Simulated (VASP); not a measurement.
## Lattice of SiC (Moissanite), functional by functional

How much does the relaxed cell of SiC (Moissanite) depend on the functional? The starting structure is a measured crystal structure from the Crystallography Open Database. The first relaxation on each setting starts from this cell expanded by 3 % in volume.

Program: VASP 6.6.1. Level of theory: Kohn-Sham DFT with plane waves and PAW; PBEsol, LDA, PBE, PBEsol + D3(BJ), r2SCAN and r2SCAN + rVV10. Results are calculated unless marked as measured.

## (1) Starting point

It takes space group P6_3mc (No. 186, hexagonal). The conventional cell has a = 3.076 Å, b = 3.076 Å, c = 5.048 Å, α = 90.00°, β = 90.00°, γ = 120.00°. Si has 4 C at 1.87 to 1.94 Å nearest. Nearest to C lie 4 Si at 1.87 to 1.94 Å. Farther neighbours are not listed.

## (2) Relaxation with PBEsol

PBEsol restores the gradient expansion of exchange and is tuned for the cells of solids. This run starts from the cell of an earlier relaxation, which isn't shown; the restart sets up the plane waves anew.

File INCAR:

```
SYSTEM = SiC
PREC = Accurate
ENCUT = 520
EDIFF = 1E-06
NELM = 100
ISMEAR = 0
SIGMA = 0.03
LREAL = .FALSE.
ALGO = Normal
GGA = PS
NBANDS = 14
LORBIT = 11
LWAVE = .FALSE.
LCHARG = .FALSE.
KPAR = 8
IBRION = 2
NSW = 50
ISIF = 3
EDIFFG = -0.006
```

File POSCAR:

```
SiC
1.0
    3.0775471976      0.0000000000      0.0000000000
   -1.5387735988      2.6652340544      0.0000000000
    0.0000000000      0.0000000000      5.0500762614
Si C
2 2
Direct
    0.6666666667      0.3333333333      0.5045829086
    0.3333333333      0.6666666667      0.0045829086
    0.6666666667      0.3333333333      0.8804170914
    0.3333333333      0.6666666667      0.3804170914
```

File KPOINTS:

```
Automatic mesh
0
Gamma
9 9 4
0 0 0
```

The projector-augmented-wave data sets are Si and C (PBE family, release 64).

The run is started by

```
$ mpirun -np 8 vasp_std
```

What it wrote:

```text
[banner, memory and clock lines left out]
running    8 mpi-ranks, on    1 nodes
 distrk:  each k-point on    1 cores,    8 groups
 distr:  one band on    1 cores,    1 groups

 POSCAR found type information on POSCAR SiC
 POSCAR found :  2 types and       4 ions
|                                                                             |
|           W    W    AA    RRRRR   N    N  II  N    N   GGGG   !!!           |
|           W    W   A  A   R    R  NN   N  II  NN   N  G    G  !!!           |
|           W    W  A    A  R    R  N N  N  II  N N  N  G       !!!           |
|           W WW W  AAAAAA  RRRRR   N  N N  II  N  N N  G  GGG   !            |
|           WW  WW  A    A  R   R   N   NN  II  N   NN  G    G                |
|           W    W  A    A  R    R  N    N  II  N    N   GGGG   !!!           |
|                                                                             |
|     For optimal performance we recommend to set                             |
|       NCORE = 2 up to number-of-cores-per-socket                            |
|     NCORE specifies how many cores store one orbital (NPAR=cpu/NCORE).      |
|     This setting can greatly improve the performance of VASP for DFT.       |
|     The default, NCORE=1 might be grossly inefficient on modern             |
|     multi-core architectures or massively parallel machines. Do your        |
|     Unfortunately you need to use the default for GW and RPA                |
|     calculations (for HF NCORE is supported but not extensively tested      |
|     yet).                                                                   |
|                                                                             |

|                                                                             |
|               ----> ADVICE to this user running VASP <----                  |
|                                                                             |
|     You enforced a specific xc type in the INCAR file but a different       |
|     [... a line on the potential file left out ...]
|     I HOPE YOU KNOW WHAT YOU ARE DOING!                                     |
|                                                                             |

 LDA part: xc-table for (Slater+PW92), standard interpolation
 POSCAR, INCAR and KPOINTS ok, starting setup
 FFT: planning ... GRIDC
 FFT: planning ... GRID_SOFT
 FFT: planning ... GRID
 WAVECAR not read
 entering main loop
       N       E                     dE             d eps       ncg     rms          rms(c)
DAV:   1     0.250226199707E+02    0.25023E+02   -0.72498E+03  1008   0.102E+03
DAV:   2    -0.327609051236E+02   -0.57784E+02   -0.53323E+02  1448   0.169E+02
DAV:   3    -0.354008891580E+02   -0.26400E+01   -0.26281E+01  1374   0.331E+01
DAV:   4    -0.354241445423E+02   -0.23255E-01   -0.23250E-01  1152   0.384E+00
DAV:   5    -0.354244372727E+02   -0.29273E-03   -0.29268E-03  1404   0.400E-01    0.124E+01
DAV:   6    -0.319629823941E+02    0.34615E+01   -0.78693E+00  1302   0.171E+01    0.569E+00
DAV:   7    -0.318534812819E+02    0.10950E+00   -0.10466E+00  1358   0.621E+00    0.240E+00
DAV:   8    -0.318255820983E+02    0.27899E-01   -0.58833E-02  1212   0.157E+00    0.580E-01
DAV:   9    -0.318222831247E+02    0.32990E-02   -0.81032E-03  1266   0.609E-01    0.121E-01
DAV:  10    -0.318224107792E+02   -0.12765E-03   -0.58296E-04  1278   0.163E-01    0.538E-02
DAV:  11    -0.318224151144E+02   -0.43352E-05   -0.36429E-05  1200   0.490E-02    0.120E-02
DAV:  12    -0.318224153904E+02   -0.27601E-06   -0.22830E-06  1190   0.105E-02
   1 F= -.31822415E+02 E0= -.31822415E+02  d E =-.318224E+02
 curvature:   0.00 expect dE= 0.000E+00 dE for cont linesearch  0.000E+00
 trial: gam= 0.00000 g(F)=  0.635E-08 g(S)=  0.885E-06 ort = 0.000E+00 (trialstep = 0.100E+01)
 search vector abs. value=  0.891E-06
 reached required accuracy - stopping structural energy minimisation
```

Run time: 4 s. Hardware: 8 MPI ranks of Intel Xeon 6975P-C (Granite Rapids), shared host; peak memory 1.3 GiB.

Lines that name or quote the potential files are left out of all logs, and their timing lines are given in words.

Parts of OUTCAR (step 2):

```text
ion  position               nearest neighbor table
   1  0.667  0.333  0.505-   4 1.88   4 1.88   4 1.88   3 1.90   2 3.09   2 3.09   2 3.09   2 3.09
                             2 3.09   2 3.09
   2  0.333  0.667  0.005-   3 1.88   3 1.88   3 1.88   4 1.90   1 3.09   1 3.09   1 3.09   1 3.09
                             1 3.09   1 3.09
   3  0.667  0.333  0.880-   2 1.88   2 1.88   2 1.88   1 1.90
   4  0.333  0.667  0.380-   1 1.88   1 1.88   1 1.88   2 1.90

  LATTYP: Found a hexagonal cell.
 ALAT       =     3.0775471976
 C/A-ratio  =     1.6409419376

 Subroutine GETGRP returns: Found 12 space group operations
 (whereof  6 operations were pure point group operations)

The static configuration has the point symmetry C_3v.
 The point group associated with its full space group is C_6v.

 Found     36 irreducible k-points:

   k-points           NKPTS =     36   k-points in BZ     NKDIM =     36   number of bands    NBANDS=     14

   dimension x,y,z NGX =    24 NGY =   24 NGZ =   40
   dimension x,y,z NGXF=    48 NGYF=   48 NGZF=   80

   ENCUT  =  520.0 eV  38.22 Ry    6.18 a.u.   5.72  5.72  9.39*2*pi/ulx,y,z

   NELECT =      16.0000    total number of electrons

 k-points in reciprocal lattice and weights: Automatic mesh
   0.00000000  0.00000000  0.00000000       0.003
   0.11111111  0.00000000  0.00000000       0.019
   0.22222222  0.00000000  0.00000000       0.019
   0.33333333  0.00000000  0.00000000       0.019
   0.44444444  0.00000000  0.00000000       0.019
   0.11111111  0.11111111  0.00000000       0.019
   0.22222222  0.11111111  0.00000000       0.037
   0.33333333  0.11111111  0.00000000       0.037
   0.44444444  0.11111111  0.00000000       0.019
[...]
0.33333333  0.22222222  0.50000000       0.037
   0.33333333  0.33333333  0.50000000       0.006

 average (electrostatic) potential at core
       1 -80.1343       2 -80.1343       3 -44.9522       4 -44.9522

 E-fermi :   8.3792

 k-point     1 :       0.0000    0.0000    0.0000
  band No.  band energies     occupation
    ...
      4       6.8705      2.00000
      5       6.8705      2.00000
      6       8.0798      2.00000
      7       8.1925      2.00000
      8       8.1925      2.00000
      9      12.9192      0.00000
     10      14.3302      0.00000
     11      14.7772      0.00000
     12      14.7772      0.00000
     13      15.8587      0.00000
    ...

 k-point     2 :       0.1111    0.0000    0.0000
  band No.  band energies     occupation
    ...
      4       5.7275      2.00000
      5       6.5128      2.00000
      6       7.4092      2.00000
      7       7.9315      2.00000
      8       8.0702      2.00000
      9      13.3693      0.00000
     10      14.3916      0.00000
     11      14.9344      0.00000
     12      15.2022      0.00000
     13      15.9381      0.00000
    ...

 k-point     3 :       0.2222    0.0000    0.0000
  band No.  band energies     occupation
    ...
      4       3.5742      2.00000
      5       5.7014      2.00000
      6       5.8216      2.00000
      7       7.3821      2.00000
      8       7.6968      2.00000
      9      12.4002      0.00000
     10      14.3206      0.00000
     11      15.2880      0.00000
     12      15.7635      0.00000
     13      16.0136      0.00000
    ...

  Total        0.0050999      0.0050999      0.0046222      0.0000000      0.0000000      0.0000000
  in kB        0.1972585      0.1972585      0.1787817      0.0000000      0.0000000      0.0000000
  external PRESSURE =       0.1910996 kB  Pullay stress =       0.0000000 kB

  energy-cutoff  :      520.00
  volume of cell :       41.42
      direct lattice vectors                 reciprocal lattice vectors
     3.077547198  0.000000000  0.000000000     0.324934091  0.187600785  0.000000000
    -1.538773599  2.665234054  0.000000000     0.000000000  0.375201569  0.000000000
     0.000000000  0.000000000  5.050076261     0.000000000  0.000000000  0.198016812

 POSITION                                       TOTAL-FORCE (eV/Angst)
 -----------------------------------------------------------------------------------
      1.53877      0.88841      2.54818        -0.000000      0.000000      0.000181
     -0.00000      1.77682      0.02314         0.000000     -0.000000      0.000181
      1.53877      0.88841      4.44617        -0.000000      0.000000     -0.000181
     -0.00000      1.77682      1.92114         0.000000     -0.000000     -0.000181
 -----------------------------------------------------------------------------------
    total drift:                               -0.000000     -0.000000     -0.000169

  FREE ENERGIE OF THE ION-ELECTRON SYSTEM (eV)
  ---------------------------------------------------
  free  energy   TOTEN  =       -31.8224153904 eV

  energy  without entropy=      -31.8224153904  energy(sigma->0) =      -31.82241539

 reached required accuracy - stopping structural energy minimisation

 total charge
# of ion       s       p       d       tot
------------------------------------------
    1        0.709   0.968   0.000   1.677
    2        0.709   0.968   0.000   1.677
    3        0.833   1.700   0.000   2.533
    4        0.833   1.700   0.000   2.533
--------------------------------------------------
tot          3.085   5.336   0.000   8.421

[... 3 further parts left out ...]
```

CONTCAR:

```
SiC
   1.00000000000000
     3.0775471976000000    0.0000000000000000    0.0000000000000000
    -1.5387735988000000    2.6652340543999999    0.0000000000000000
     0.0000000000000000    0.0000000000000000    5.0500762614000001
  Si              C
     2     2
Direct
     0.6666666667000030    0.3333333332999970    0.5045829085999998
     0.3333333332999970    0.6666666667000030    0.0045829085999998
     0.6666666667000030    0.3333333332999970    0.8804170913999982
     0.3333333332999970    0.6666666667000030    0.3804170913999982
```

The PAW data sets were made with PBE, which is usual practice but a small mismatch for other functionals. The run keeps the 12 symmetry operations of its start, so it cannot find a distortion of lower symmetry.

With PBEsol the relaxed cell holds 10.356 Å³ an atom, +0.14 % against the measured cell, with a = 3.078 Å and c = 5.050 Å.

## (3) Relaxation with LDA

LDA, the lowest rung, knows the local density alone. This run starts from the cell of an earlier relaxation, which isn't shown; the restart sets up the plane waves anew.

INCAR: that of step 2 with these lines changed.

```diff
@@ -9,3 +9,3 @@
 ALGO = Normal
-GGA = PS
+GGA = CA
 NBANDS = 14
```

File POSCAR:

```
SiC
1.0
    3.0582567340      0.0000000000      0.0000000000
   -1.5291283671      2.6485280229      0.0000000000
    0.0000000000      0.0000000000      5.0188958972
Si C
2 2
Direct
    0.6666666667      0.3333333333      0.5045820002
    0.3333333333      0.6666666667      0.0045820002
    0.6666666667      0.3333333333      0.8804179998
    0.3333333333      0.6666666667      0.3804179998
```

KPOINTS is that of step 2.

Potentials, in the order of the species: Si and C (LDA family, release 64).

The run is started by

```
$ mpirun -np 8 vasp_std
```

What it wrote:

```text
[banner, memory and clock lines left out]
running    8 mpi-ranks, on    1 nodes
[...]
[... a notice as in an earlier step ...]

 LDA part: xc-table for (Slater(with rela. corr.)+CA(PZ))
 , standard interpolation
 POSCAR, INCAR and KPOINTS ok, starting setup
[...]
entering main loop
       N       E                     dE             d eps       ncg     rms          rms(c)
DAV:   1     0.289136883104E+02    0.28914E+02   -0.73674E+03  1008   0.103E+03
DAV:   2    -0.344561312005E+02   -0.63370E+02   -0.57573E+02  1434   0.174E+02
DAV:   3    -0.374422459476E+02   -0.29861E+01   -0.29716E+01  1416   0.358E+01
DAV:   4    -0.374708788963E+02   -0.28633E-01   -0.28628E-01  1116   0.433E+00
[...]
DAV:  11    -0.332761876500E+02   -0.34610E-05   -0.15849E-05  1266   0.332E-02    0.186E-02
DAV:  12    -0.332761865205E+02    0.11295E-05   -0.29243E-06  1206   0.107E-02    0.644E-03
DAV:  13    -0.332761861905E+02    0.33003E-06   -0.11381E-06   720   0.658E-03
   1 F= -.33276186E+02 E0= -.33276186E+02  d E =-.332762E+02
[...]
reached required accuracy - stopping structural energy minimisation
```

Wall time 3 s (8 MPI ranks); peak memory 1.2 GiB.

From OUTCAR (step 3):

```text
  Total       -0.0029771     -0.0029771     -0.0004860      0.0000000      0.0000000      0.0000000
  in kB       -0.1173309     -0.1173309     -0.0191537      0.0000000      0.0000000      0.0000000
  external PRESSURE =      -0.0846052 kB  Pullay stress =       0.0000000 kB

 POSITION                                       TOTAL-FORCE (eV/Angst)
 -----------------------------------------------------------------------------------
      1.52913      0.88284      2.53244         0.000000      0.000000      0.000750
     -0.00000      1.76569      0.02300        -0.000000     -0.000000      0.000750
      1.52913      0.88284      4.41873        -0.000000     -0.000000     -0.000750
     -0.00000      1.76569      1.90928         0.000000      0.000000     -0.000750
 -----------------------------------------------------------------------------------
    total drift:                               -0.000000      0.000000     -0.000221

  FREE ENERGIE OF THE ION-ELECTRON SYSTEM (eV)
  ---------------------------------------------------
  free  energy   TOTEN  =       -33.2761861905 eV

  energy  without entropy=      -33.2761861905  energy(sigma->0) =      -33.27618619

[... 2 parts as in an earlier step ...]

[... 2 further parts left out ...]
[key lines of the parts left out:]
E-fermi :   8.5658
```

With LDA the relaxed cell holds 10.163 Å³ an atom, -1.72 % against the measured cell, with a = 3.058 Å and c = 5.019 Å. That is -1.86 % from PBEsol.

## (4) Relaxation with PBE

PBE, the usual starting point, adds the gradient of the density.

INCAR: that of step 3 with these lines changed.

```diff
@@ -9,3 +9,3 @@
 ALGO = Normal
-GGA = CA
+GGA = PE
 NBANDS = 14
```

File POSCAR:

```
SiC
1.0
    3.1064574263      0.0000000000      0.0000000000
   -1.5532287132      2.6902710469      0.0000000000
    0.0000000000      0.0000000000      5.0979834487
Si C
2 2
Direct
    0.6666666667      0.3333333333      0.5000000000
    0.3333333333      0.6666666667      0.0000000000
    0.6666666667      0.3333333333      0.8850000000
    0.3333333333      0.6666666667      0.3850000000
```

KPOINTS is that of step 3.

PAW data sets: Si and C (PBE family, release 64).

The run is started by

```
$ mpirun -np 8 vasp_std
```

What it wrote:

```text
[banner, memory and clock lines left out]
running    8 mpi-ranks, on    1 nodes
[...]
[... a notice as in an earlier step ...]

 LDA part: xc-table for (Slater+PW92), standard interpolation
 POSCAR, INCAR and KPOINTS ok, starting setup
[...]
entering main loop
       N       E                     dE             d eps       ncg     rms          rms(c)
DAV:   1     0.294355251291E+02    0.29436E+02   -0.72904E+03  1008   0.102E+03
DAV:   2    -0.307580594125E+02   -0.60194E+02   -0.54744E+02  1418   0.168E+02
DAV:   3    -0.336222445692E+02   -0.28642E+01   -0.28461E+01  1392   0.351E+01
DAV:   4    -0.336508737950E+02   -0.28629E-01   -0.28625E-01  1122   0.421E+00
[...]
DAV:  11    -0.300709805997E+02   -0.27832E-04   -0.11192E-04  1158   0.794E-02    0.135E-02
DAV:  12    -0.300709817329E+02   -0.11332E-05   -0.54919E-06  1320   0.168E-02    0.376E-03
DAV:  13    -0.300709823039E+02   -0.57095E-06   -0.40593E-07   732   0.468E-03
   1 F= -.30070982E+02 E0= -.30070982E+02  d E =-.300710E+02
[... from here on, the cycles between the ionic steps are left out ...]
   2 F= -.30086084E+02 E0= -.30086084E+02  d E =-.151021E-01
   3 F= -.30108290E+02 E0= -.30108290E+02  d E =-.373074E-01
   4 F= -.30108288E+02 E0= -.30108288E+02  d E =-.373062E-01
   5 F= -.30110500E+02 E0= -.30110500E+02  d E =-.221182E-02
   6 F= -.30110590E+02 E0= -.30110590E+02  d E =-.230189E-02
   7 F= -.30110595E+02 E0= -.30110595E+02  d E =-.429582E-05
   8 F= -.30110605E+02 E0= -.30110605E+02  d E =-.147596E-04
[...]
reached required accuracy - stopping structural energy minimisation
```

Run time: 13 s. Hardware: 8 MPI ranks; peak memory 1.5 GiB.

OUTCAR, selected parts (step 4):

```text
  Total       -0.0007957     -0.0007957     -0.0018451      0.0000000      0.0000000      0.0000000
  in kB       -0.0303511     -0.0303511     -0.0703834      0.0000000      0.0000000      0.0000000
  external PRESSURE =      -0.0436952 kB  Pullay stress =       0.0000000 kB

 POSITION                                       TOTAL-FORCE (eV/Angst)
 -----------------------------------------------------------------------------------
      1.54587      0.89251      2.56005        -0.000000      0.000000      0.000187
     -0.00000      1.78501      0.02319        -0.000000     -0.000000      0.000187
      1.54587      0.89251      4.46706         0.000000     -0.000000     -0.000187
     -0.00000      1.78501      1.93020         0.000000      0.000000     -0.000187
 -----------------------------------------------------------------------------------
    total drift:                               -0.000000      0.000000      0.000129

  FREE ENERGIE OF THE ION-ELECTRON SYSTEM (eV)
  ---------------------------------------------------
  free  energy   TOTEN  =       -30.1106051102 eV

  energy  without entropy=      -30.1106051102  energy(sigma->0) =      -30.11060511

[... 2 parts as in an earlier step ...]

[... 2 further parts left out ...]
[key lines of the parts left out:]
E-fermi :   8.2085
```

With PBE the relaxed cell holds 10.500 Å³ an atom, +1.54 % against the measured cell, with a = 3.092 Å and c = 5.074 Å. That is +1.40 % from PBEsol.

[end of part 1 of 2]

[Lines on the potential files, build, host, timing and source positions are cut from VASP's logs without a mark.]

[Logs are printed without paths, hosts, clocks, repeated set-up lines and the standing remarks that a program may print on its own settings, such as how far it seeks lower states.]

[Hosts, paths, dates, database ids (printed as entryN), source tags and the programs' standing remarks are cut or masked in the printed files.]
